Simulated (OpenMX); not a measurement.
Set up this calculation in OpenMX 3.8.5, as the native input.

| Item | Value |
| --- | --- |
| Task | single point |
| Functional | PBE |
| Potentials or basis | OpenMX 2013 PBE set, Ba10.0-s3p2d2, Ti7.0-s3p2d2, O6.0-s2p2d1, grid cutoff 400 Ry |
| k mesh | 5 × 5 × 5 |
| Occupations | fermi-dirac, width 0.05 eV |
| Spin | no spin polarisation |
| Mixing scheme | rmm-diisk |
| SCF threshold | 1e-08 Ha |
| Solver | band |
| Max SCF cycles | 100 |

The system is BaTiO3.

```xyz
5
Lattice="3.9998 0.0000 0.0000 0.0000 3.9998 0.0000 0.0000 0.0000 4.0180" Properties=species:S:1:pos:R:3 pbc="T T T"
Ba    3.9821    3.9624    0.0141
Ti    2.0100    1.9676    1.8835
O     1.9168    2.0572    0.0257
O     2.0108    0.0132    2.0467
O     0.0798    1.9992    2.1695
```

The input as run:

BaTiO3.dat

```
System.CurrrentDirectory             ./
System.Name                          BaTiO3
DATA.PATH                            ./DFT_DATA13
level.of.stdout                      1
level.of.fileout                     0
Species.Number                       3
<Definition.of.Atomic.Species
  Ba  Ba10.0-s3p2d2          Ba_PBE13
  Ti  Ti7.0-s3p2d2           Ti_PBE13
  O   O6.0-s2p2d1            O_PBE13
Definition.of.Atomic.Species>

Atoms.Number                         5
Atoms.SpeciesAndCoordinates.Unit     FRAC
<Atoms.SpeciesAndCoordinates
    1  Ba    0.9955672000    0.9906407400    0.0035034300   5.000  5.000
    2  Ti    0.5025366900    0.4919233700    0.4687657700   6.000  6.000
    3  O     0.4792189400    0.5143238900    0.0064065200   3.000  3.000
    4  O     0.5027309200    0.0032990000    0.5093824900   3.000  3.000
    5  O     0.0199462600    0.4998130000    0.5399418000   3.000  3.000
Atoms.SpeciesAndCoordinates>

Atoms.UnitVectors.Unit               Ang
<Atoms.UnitVectors
     3.9998000000    0.0000000000    0.0000000000
     0.0000000000    3.9998000000    0.0000000000
     0.0000000000    0.0000000000    4.0180000000
Atoms.UnitVectors>

scf.XcType                           GGA-PBE
scf.SpinPolarization                 off
scf.ElectronicTemperature            580.226
scf.energycutoff                     400.0
scf.maxIter                          100
scf.EigenvalueSolver                 band
scf.Kgrid                            5 5 5
scf.Mixing.Type                      rmm-diisk
scf.Init.Mixing.Weight               0.05
scf.Min.Mixing.Weight                0.001
scf.Max.Mixing.Weight                0.3
scf.Mixing.History                   25
scf.Mixing.StartPulay                8
scf.criterion                        1.0e-8
scf.stress.tensor                    on
MD.Type                              nomd
```

Potentials or basis: OpenMX 2013 PBE set, Ba10.0-s3p2d2, Ti7.0-s3p2d2, O6.0-s2p2d1, grid cutoff 400 Ry.

Launch:

```bash
$ openmx BaTiO3.dat -nt 1 > BaTiO3.std
```

Results of the run:

```json
{
  "Pressure": "4.7 GPa",
  "Largest force": "1.272 eV/Å",
  "Band gap on the k mesh": "1.67 eV, indirect (least direct gap 1.96 eV)",
  "Mulliken charges": "Ba +1.34; Ti +0.09; O -0.47, -0.48 e"
}
```

Caveat: Mulliken charges move with the basis; spin-orbit coupling is left out, which moves the levels of the heavy elements; an odd mesh through Γ misses points on the zone boundary, where band edges often lie; the basis of atomic orbitals isn't converged, which shifts pressures, moduli and gaps; forces of over 1 eV/Å show positions far from the minimum, so gaps and moduli don't describe the material at rest.

Run time: 6.2 min on 1 thread of Arm Neoverse V1, on a shared host, peak memory 2 GiB.
